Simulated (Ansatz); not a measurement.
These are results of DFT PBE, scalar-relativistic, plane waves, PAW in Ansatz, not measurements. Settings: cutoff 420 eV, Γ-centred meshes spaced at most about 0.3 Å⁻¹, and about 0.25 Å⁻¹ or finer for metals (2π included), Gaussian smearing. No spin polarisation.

The zero of energy is the elements' standard structures at the same level (Cl₂ as a molecule); no fitted shifts are applied.

All energies are static (0 K, no zero-point motion). Only the structures computed here compete, so a lower one can exist. An odd number of electrons in the primitive cell allows no gap without spin; a larger cell or a magnetic state could open one. The cell is a metal run without spin; a magnetic state may lie lower.

A search for Cs₃Cl₂ gave 4 distinct relaxed structures. Coordination counts Cl atoms around Cs (those within 1.25 times the shortest such distance or 1.15 times the sum of covalent radii). Cells relaxed within their symmetry can be saddle points.

Task: What is the best candidate for Cs₃Cl₂?

Result: The one with the anti-tetradymite type, space group R-3m (No. 166), reached from: anti-tetradymite type (R-3m). It has a = 5.060 Å, c = 38.820 Å, 57.4 Å³/atom, no gap on the mesh. Around Cs on a site of symmetry -3m lie 6 Cl at 3.56 Å; around Cs on a site of symmetry 3m lie 3 Cl at 3.56 Å; Cl has 6 Cs at 3.56 Å. Its energy over the elements is −1.58 eV/atom. It lies below the elements, which doesn't yet make it stable against other compounds or structures. An observed structure of this formula, if there is one, may be missing.

```cif
data_structure
_symmetry_space_group_name_H-M 'R-3m:H'
_symmetry_Int_Tables_number 166
_cell_length_a 5.0602
_cell_length_b 5.0602
_cell_length_c 38.8196
_cell_angle_alpha 90.000
_cell_angle_beta 90.000
_cell_angle_gamma 120.000
_cell_volume 860.82
loop_
_atom_site_label
_atom_site_type_symbol
_atom_site_symmetry_multiplicity
_atom_site_Wyckoff_symbol
_atom_site_fract_x
_atom_site_fract_y
_atom_site_fract_z
_atom_site_occupancy
Cs1 Cs 3 a 0.00000 0.00000 0.00000 1
Cs2 Cs 6 c 0.00000 0.00000 0.22850 1
Cl1 Cl 6 c 0.33333 0.66667 0.05245 1
```

Task: How much higher is the P-62m structure with 59.2 Å³/atom and coordination Cs 4 (reached from: anti-La2O3 type (P321), changed on relaxing)?

Result: 42 meV/atom. It has no gap on its mesh.

Task: How much higher is the Pm-3m structure with 62.6 Å³/atom and coordination Cs 2 (reached from: random cell)?

Result: 279 meV/atom. It has no gap on its mesh.
